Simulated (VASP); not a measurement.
# Pb (Fm-3m) in VASP: further runs, part 2 of 2

VASP 6.6.1. The steps go on from the part before.

## (3) Single point, PBE

INCAR

```
SYSTEM = Pb
  PREC = Accurate
  ENCUT = 520
  EDIFF = 1E-6
  ISMEAR = 0
  SIGMA = 0.011
  LREAL = .False.
  LASPH = .True.
  NELM = 100
  ALGO = Normal
  ISIF = 2
  LWAVE = .False.
  LCHARG = .True.
  GGA = PE
  LELF = .True.
  LVHAR = .True.
  NBANDS = 13
```

KPOINTS

```
regular mesh
0
Gamma
  9 9 9
  0 0 0
```

POSCAR

```
Pb
1.0
    0.0000000000      2.4750200000      2.4750200000
    2.4750200000      0.0000000000      2.4750200000
    2.4750200000      2.4750200000      0.0000000000
Pb
1
Direct
    0.0000000000      0.0000000000      0.0000000000
```

Potentials or basis: VASP PAW PBE potentials, release 64 (Pb_d).

Started as:

```bash
$ cat potpaw_PBE.64/Pb_d/POTCAR > POTCAR
$ mpirun -np 1 vasp_std > vasp.out
```

OUTCAR:

```text
SYSTEM = Pb
   PREC = Accurate
   ENCUT = 520
   EDIFF = 1E-6
   ISMEAR = 0
   LREAL = .False.
   LASPH = .True.
   NELM = 100
   ISIF = 2
   GGA = PE

 ion  position               nearest neighbor table
   1  0.000  0.000  0.000-

  LATTYP: Found a face centered cubic cell.
 ALAT       =     4.9500400000

  Lattice vectors:

 A1 = (   0.0000000000,   2.4750200000,   2.4750200000)
 A2 = (   2.4750200000,   0.0000000000,   2.4750200000)
 A3 = (   2.4750200000,   2.4750200000,   0.0000000000)

Analysis of symmetry for initial positions (statically):
=====================================================================
 Subroutine PRICEL returns:
 Original cell was already a primitive cell.

 Routine SETGRP: Setting up the symmetry group for a
 face centered cubic supercell.

 Subroutine GETGRP returns: Found 48 space group operations
 (whereof 48 operations were pure point group operations)
 out of a pool of 48 trial point group operations.

The static configuration has the point symmetry O_h .

Analysis of symmetry for dynamics (positions and initial velocities):
=====================================================================
 Subroutine PRICEL returns:
 Original cell was already a primitive cell.

 Routine SETGRP: Setting up the symmetry group for a
 face centered cubic supercell.

 Subroutine GETGRP returns: Found 48 space group operations
 (whereof 48 operations were pure point group operations)
 out of a pool of 48 trial point group operations.

The dynamic configuration has the point symmetry O_h .

 Subroutine INISYM returns: Found 48 space group operations
 (whereof 48 operations are pure point group operations),
 and found     1 'primitive' translations

----------------------------------------------------------------------------------------

                                     Primitive cell

  volume of cell :      30.3226

  direct lattice vectors                    reciprocal lattice vectors
     0.000000000  2.475020000  2.475020000    -0.202018570  0.202018570  0.202018570
     2.475020000  0.000000000  2.475020000     0.202018570 -0.202018570  0.202018570
     2.475020000  2.475020000  0.000000000     0.202018570  0.202018570 -0.202018570

  length of vectors
     3.500206851  3.500206851  3.500206851     0.349906427  0.349906427  0.349906427

  position of ions in fractional coordinates (direct lattice)
     0.000000000  0.000000000  0.000000000

  ion indices of the primitive-cell ions
   primitive index   ion index
                 1           1

----------------------------------------------------------------------------------------

 KPOINTS: regular mesh

Automatic generation of k-mesh.
 Grid dimensions read from file:
 generate k-points for:    9    9    9

 Generating k-lattice:

  Cartesian coordinates                     Fractional coordinates (reciprocal lattice)
    -0.022446508  0.022446508  0.022446508     0.111111111  0.000000000  0.000000000
     0.022446508 -0.022446508  0.022446508     0.000000000  0.111111111  0.000000000
     0.022446508  0.022446508 -0.022446508     0.000000000  0.000000000  0.111111111

  Length of vectors
     0.038878492  0.038878492  0.038878492

  Shift w.r.t. Gamma in fractional coordinates (k-lattice)
     0.000000000  0.000000000  0.000000000

 Subroutine IBZKPT returns following result:
 ===========================================

 Found     35 irreducible k-points:

 Following reciprocal coordinates:
            Coordinates               Weight
  0.000000  0.000000  0.000000      1.000000
  0.111111  0.000000  0.000000      8.000000
  0.222222  0.000000  0.000000      8.000000
  0.333333  0.000000  0.000000      8.000000
  0.444444  0.000000  0.000000      8.000000
  0.111111  0.111111  0.000000      6.000000
[... 16 lines left out ...]
 -0.333333  0.333333  0.000000     12.000000
  0.444444  0.444444  0.000000      6.000000
 [... further k-points ...]
   k-points           NKPTS =     35   k-points in BZ     NKDIM =     35   number of bands    NBANDS=     13
   number of dos      NEDOS =    301   number of ions     NIONS =      1
   total plane-waves  NPLWV =  21952
   dimension x,y,z NGX =    28 NGY =   28 NGZ =   28
   dimension x,y,z NGXF=    56 NGYF=   56 NGZF=   56
   ions per type =               1
   NGX,Y,Z   is equivalent  to a cutoff of  13.30, 13.30, 13.30 a.u.
   NGXF,Y,Z  is equivalent  to a cutoff of  26.60, 26.60, 26.60 a.u.
 SYSTEM =  Pb
   PREC   = accura    normal or accurate (medium, high low for compatibility)
   ISTART =      0    job   : 0-new  1-cont  2-samecut
   ICHARG =      2    charge: 1-file 2-atom 10-const
   ISPIN  =      1    spin polarized calculation?
   LNONCOLLINEAR =      F non collinear calculations
   LSORBIT =      F    spin-orbit coupling
   LASPH  =      T    aspherical Exc in radial PAW
   ENCUT  =  520.0 eV  38.22 Ry    6.18 a.u.   6.51  6.51  6.51*2*pi/ulx,y,z
   NELM   =    100;   NELMIN=  2; NELMDL= -5     # of ELM steps
   EDIFF  = 0.1E-05   stopping-criterion for ELM
   LREAL  =      F    real-space projection
   EDIFFG = 0.1E-04   stopping-criterion for IOM
   NSW    =      0    number of steps for IOM
   IBRION =     -1    ionic relax: 0-MD 1-quasi-New 2-CG
   NFREE  =      0    steps in history (QN), initial steepest desc. (CG)
   ISIF   =      2    stress and relaxation
   ISYM   =      2    0-nonsym 1-usesym 2-fastsym
   POTIM  = 0.5000    time-step for ionic-motion
   TEBEG  =    0.0;   TEEND  =   0.0 temperature during run
   PSTRESS=    0.0 pullay stress
   NELECT =      14.0000    total number of electrons
   NUPDOWN=      -1.0000    fix difference up-down
   EMIN   =  10.00;   EMAX   =-10.00  energy-range for DOS
   EFERMI =   0.00;   METHOD = LEGACY
   ISMEAR =     0;   SIGMA  =   0.01  broadening in eV -4-tet -1-fermi 0-gaus
   EFERMI_NEDOS =   21; number of points for ismear=-14 and -15
   IALGO  =     38    algorithm
   IMIX   =      4    mixing-type and parameters
     AMIX     =   0.40;   BMIX     =  1.00
     AMIX_MAG =   1.60;   BMIX_MAG =  1.00
  volume/ion in A,a.u.               =      30.32       204.63
  Fermi-wavevector in a.u.,A,eV,Ry     =   1.265306  2.391081 21.782907  1.600999
  Thomas-Fermi vector in A             =   2.398566
   LORBIT       =      0    0 simple, 1 ext, 2 COOP (PROOUT), +10 PAW based schemes
   GGA     = PE    functional components
   LHFCALC =     F    Hartree Fock is set to
   AEXX    =    0.0000 exact exchange contribution
   IVDW    =     0    specifies the selected vdW correction
   LEPSILON=     F    determine dielectric tensor
   LRPA    =     F    only Hartree local field effects (RPA)
 non-spin polarized calculation
 Gauss-broadening in eV      SIGMA  =   0.01
  energy-cutoff  :      520.00
  volume of cell :       30.32
 maximum number of plane-waves:       869
 NGX is ok and might be reduce to    28
   NGX = 13   NGY = 13   NGZ = 13

 number of electron      13.9999999 magnetization

 Free energy of the ion-electron system (eV)
  ---------------------------------------------------
  ext. energy  EPLUGINS =         0.00000000
  ---------------------------------------------------
  free energy    TOTEN  =        -3.56806729 eV

  energy without entropy =       -3.56786409  energy(sigma->0) =       -3.56796569

 E-fermi :   7.1455     XC(G=0): -10.1860

 val. band max:        6.9152789988   @ k =  -0.3333   0.3333   0.1111
 cond. band min:       7.1463347823   @ k =  -0.2222   0.3333   0.1111
 fundamental gap:      0.2310557836
 Fermi energy:         7.1455209250

 k-point     1 :       0.0000    0.0000    0.0000
  band No.  band energies     occupation
      1      -9.7946      2.00000
      2      -9.7946      2.00000
      3      -9.7946      2.00000
      4      -9.6545      2.00000
      5      -9.6545      2.00000
      6      -4.4738      2.00000
      7      14.6989      0.00000
      8      14.6989      0.00000
      9      14.6989      0.00000
     10      17.0446      0.00000
     11      18.6199      0.00000
     12      19.7651      0.00000
     13      19.7651      0.00000
[... 353 lines left out ...]
 k-point    24 :       0.4444    0.4444    0.0000
  band No.  band energies     occupation
      1      -9.9529      2.00000
      2      -9.8611      2.00000
      3      -9.5347      2.00000
      4      -9.4959      2.00000
      5      -9.4959      2.00000
      6       0.1218      2.00000
      7       4.5682      2.00000
      8       9.4311      0.00000
      9       9.4311      0.00000
     10      12.7575      0.00000
     11      13.9743      0.00000
     12      25.5436      0.00000
     13      27.2385      0.00000

 [... further k-points ...]

------------------------ aborting loop because EDIFF is reached ----------------------------------------

  FORCE on cell =-STRESS in cart. coord.  units (eV):
  Direction    XX          YY          ZZ          XY          YZ          ZX
  --------------------------------------------------------------------------------------
  -------------------------------------------------------------------------------------
  Total        0.4136325      0.4136325      0.4136325      0.0000000      0.0000000     -0.0000000
  in kB       21.8554166     21.8554166     21.8554166      0.0000000      0.0000000     -0.0000000
  external PRESSURE =      21.8554166 kB  Pullay stress =       0.0000000 kB

 VOLUME and BASIS-vectors are now :
 -----------------------------------------------------------------------------
  energy-cutoff  :      520.00
  volume of cell :       30.32
      direct lattice vectors                 reciprocal lattice vectors
     0.000000000  2.475020000  2.475020000    -0.202018570  0.202018570  0.202018570
     2.475020000  0.000000000  2.475020000     0.202018570 -0.202018570  0.202018570
     2.475020000  2.475020000  0.000000000     0.202018570  0.202018570 -0.202018570

 POSITION                                       TOTAL-FORCE (eV/Angst)
 -----------------------------------------------------------------------------------
      0.00000      0.00000      0.00000        -0.000000      0.000000     -0.000000
 -----------------------------------------------------------------------------------
    total drift:                               -0.000000     -0.000000     -0.000000

  FREE ENERGIE OF THE ION-ELECTRON SYSTEM (eV)
  ---------------------------------------------------
  free  energy   TOTEN  =        -3.5680672886 eV

  energy  without entropy=       -3.5678640885  energy(sigma->0) =       -3.56796569
```

OSZICAR:

```text
N       E                     dE             d eps       ncg     rms          rms(c)
DAV:   1     0.108023556532E+03    0.10802E+03   -0.70833E+03   930   0.126E+03
DAV:   2     0.142105714914E+01   -0.10660E+03   -0.10310E+03   950   0.313E+02
DAV:   3    -0.346192230443E+01   -0.48830E+01   -0.48594E+01  1148   0.719E+01
DAV:   4    -0.357449818226E+01   -0.11258E+00   -0.11255E+00  1134   0.118E+01
DAV:   5    -0.357976592660E+01   -0.52677E-02   -0.52675E-02  1265   0.235E+00    0.527E-01
DAV:   6    -0.357039016480E+01    0.93758E-02   -0.12961E-02  1184   0.200E+00    0.263E-01
DAV:   7    -0.356812713004E+01    0.22630E-02   -0.57485E-03  1185   0.125E+00    0.891E-02
DAV:   8    -0.356807149785E+01    0.55632E-04   -0.43250E-04  1258   0.330E-01    0.102E-02
DAV:   9    -0.356806820847E+01    0.32894E-05   -0.10541E-05  1233   0.571E-02    0.497E-03
DAV:  10    -0.356806728864E+01    0.91983E-06   -0.93198E-07   811   0.906E-03
   1 F= -.35680673E+01 E0= -.35679657E+01  d E =-.203200E-03
```

stdout:

```text
POSCAR found type information on POSCAR Pb
 POSCAR found :  1 types and       1 ions
 scaLAPACK will be used
 LDA part: xc-table for (Slater+PW92), standard interpolation
 POSCAR, INCAR and KPOINTS ok, starting setup
 FFT: planning ... GRIDC
 FFT: planning ... GRID_SOFT
 FFT: planning ... GRID
 WAVECAR not read
 entering main loop
```

It took 14 s on 1 thread of Intel Xeon Platinum 8375C at 2.90GHz (Ice Lake), shared host; peak memory 0.16 GiB.

What came out:

```yaml
Free_energy: -3.5681 eV
Pressure: 2.2 GPa
Band_gap_on_the_k_mesh: none (metal or under the smearing width)
```

## (4) Relaxation of cell and atoms, PBE

INCAR

```
PREC = Accurate
ENCUT = 600
EDIFF = 1E-7
ISMEAR = -1
SIGMA = 0.05
LREAL = F
LASPH = T
NELM = 100
ALGO = Normal
ISIF = 3
LWAVE = F
LCHARG = F
GGA = PE
IBRION = 2
NSW = 60
EDIFFG = -0.01
```

KPOINTS

```
Automatic mesh
0
Gamma
  9 9 9
```

POSCAR is that of step 3.

Potentials or basis: VASP PAW PBE potentials, release 64 (Pb_d).

Started as:

```bash
$ cat potpaw_PBE.64/Pb_d/POTCAR > POTCAR
$ mpirun -np 1 vasp_std > vasp.out
```

OUTCAR:

```text
PREC = Accurate
   ENCUT = 600
   EDIFF = 1E-7
   ISMEAR = -1
   LREAL = F
   LASPH = T
   NELM = 100
   ISIF = 3
   GGA = PE
   IBRION = 2
   NSW = 60
   EDIFFG = -0.01

 ion  position               nearest neighbor table
   1  0.000  0.000  0.000-

  LATTYP: Found a face centered cubic cell.
 ALAT       =     4.9500400000

  Lattice vectors:

 A1 = (   0.0000000000,   2.4750200000,   2.4750200000)
 A2 = (   2.4750200000,   0.0000000000,   2.4750200000)
 A3 = (   2.4750200000,   2.4750200000,   0.0000000000)

Analysis of symmetry for initial positions (statically):
=====================================================================
 Subroutine PRICEL returns:
 Original cell was already a primitive cell.

 Routine SETGRP: Setting up the symmetry group for a
 face centered cubic supercell.

 Subroutine GETGRP returns: Found 48 space group operations
[... 178 lines left out ...]
      4      -9.6540      2.00000
      5      -9.6540      2.00000
      6      -4.4738      2.00000
      7      14.6989      0.00000
      8      14.6989      0.00000
      9      14.6989      0.00000
     10      17.0447      0.00000
     11      18.6199      0.00000
[... 391 lines left out ...]
--------------------------------------- Ionic step        3  -------------------------------------------

 number of electron      14.0000003 magnetization

 Free energy of the ion-electron system (eV)
  ---------------------------------------------------
  ext. energy  EPLUGINS =         0.00000000
  ---------------------------------------------------
  free energy    TOTEN  =        -3.58061780 eV

  energy without entropy =       -3.57726547  energy(sigma->0) =       -3.57894163

 E-fermi :   6.6151     XC(G=0):  -9.9517

 val. band max:        6.6130915008   @ k =   0.3333   0.3333   0.0000
 cond. band min:       6.6429397734   @ k =  -0.2222   0.3333   0.1111
 fundamental gap:      0.0298482726
 Fermi energy:         6.6151065058

 k-point     1 :       0.0000    0.0000    0.0000
  band No.  band energies     occupation
      1     -10.3016      2.00000
      2     -10.3016      2.00000
      3     -10.3016      2.00000
      4     -10.1815      2.00000
      5     -10.1815      2.00000
      6      -4.6889      2.00000
      7      13.7753      0.00000
      8      13.7753      0.00000
      9      13.7753      0.00000
     10      16.4702      0.00000
     11      17.4570      0.00000
[... 350 lines left out ...]
  FREE ENERGIE OF THE ION-ELECTRON SYSTEM (eV)
  ---------------------------------------------------
  free  energy   TOTEN  =        -3.5806177960 eV

  energy  without entropy=       -3.5772654650  energy(sigma->0) =       -3.57894163

 reached required accuracy - stopping structural energy minimisation
```

It took 27 s on 1 thread of Intel Xeon Platinum 8375C at 2.90GHz (Ice Lake), shared host; peak memory 0.16 GiB.

What came out:

```
Free energy                            : -3.5806 eV
Relaxed volume                         : 31.85 Å³/atom
Relaxed cell                           : a = 3.558 Å, b = 3.558 Å, c = 3.558 Å, α = 60.00°, β = 60.00°, γ = 60.00°
Space group after relaxing (to 0.05 Å) : Fm-3m (No. 225)
Energy gained by relaxing              : 10.3 meV/atom
Ionic steps                            : 3
Pressure after relaxing                : 0.0 GPa
Band gap on the k mesh                 : none (metal or under the smearing width)
```

Step by step:
```csv
step,energy change (eV),largest force (eV/Å),pressure (GPa),volume (Å³)
1,0.0000,0.0000,2.26,30.32
2,-0.0097,0.0000,-0.46,32.24
3,-0.0103,0.0000,0.01,31.85
```

Final structure:
```
Pb
1.0
     0.00000    2.51599    2.51599
     2.51599    0.00000    2.51599
     2.51599    2.51599    0.00000
Pb
1
Direct
  0.00000 0.00000 0.00000
```

The run has no spin-orbit coupling, so splittings on Pb are missing.

## (5) The reference run

An earlier run on the cell as given: functional PBE; potentials or basis VASP PAW PBE potentials, release 64 (Pb_d); cutoff 520 eV; k mesh 9 × 9 × 9; occupations fermi-dirac, width 0.05 eV; no spin polarisation.

- Pressure: 2.2 GPa
- Band gap on the k mesh: none (metal or under the smearing width)

## (6) Overview

| task | cell | cutoff (eV) | smearing | gap on the mesh (eV) | pressure (GPa) |
| --- | --- | --- | --- | --- | --- |
| single point | as given | 520 | gaussian 0.012 eV | none | 2.2 |
| single point | as given | 520 | gaussian 0.011 eV | none | 2.2 |
| relaxation of cell and atoms | relaxed | 600 | fermi-dirac 0.05 eV | none | 0.0 |
| single point | as given | 520 | fermi-dirac 0.05 eV | none | 2.2 |

Alike in all rows: level PBE; potentials or basis VASP PAW PBE potentials, release 64 (Pb_d); no spin polarisation; k mesh 9 × 9 × 9.

Every run on the cell as given and a fine mesh finds a metal.

Total energies depend on the potentials used, so only differences within one code and one set of settings carry meaning.

## (7) How close it comes

Step 4. The cell as given is a measured one (30.32 Å³/atom); PBE puts the equilibrium volume +5.0 % from it, thermal expansion not counted.
